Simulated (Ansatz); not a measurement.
In NaI (rock salt type) the Na atom of the primitive cell, with all its periodic images, is moved by 0.06 Å along [111].

```
Na I
1.0
     0.00000    3.26500    3.26500
     3.26500    0.00000    3.26500
     3.26500    3.26500    0.00000
Na I
1 1
Direct
  0.00530 0.00530 0.00530
  0.50000 0.50000 0.50000
```

Theory: HSE06, plane waves, all-electron PAW datasets generated for the crystal, point nucleus in Ansatz.

Cutoff 290 eV; exchange singularity: regularized; k-mesh 4×4×4 Γ-centred; Fermi–Dirac smearing of 0.05 eV; no spin polarisation; no spin–orbit coupling.

Task: What force results?

Result: The force on it along the displacement is -0.0431 eV/Å, a force constant of 0.72 eV/Å².

| atom | Fx (eV/Å) | Fy (eV/Å) | Fz (eV/Å) |
| --- | --- | --- | --- |
| Na1 | -0.0249 | -0.0249 | -0.0249 |
| I2 | 0.0249 | 0.0249 | 0.0249 |
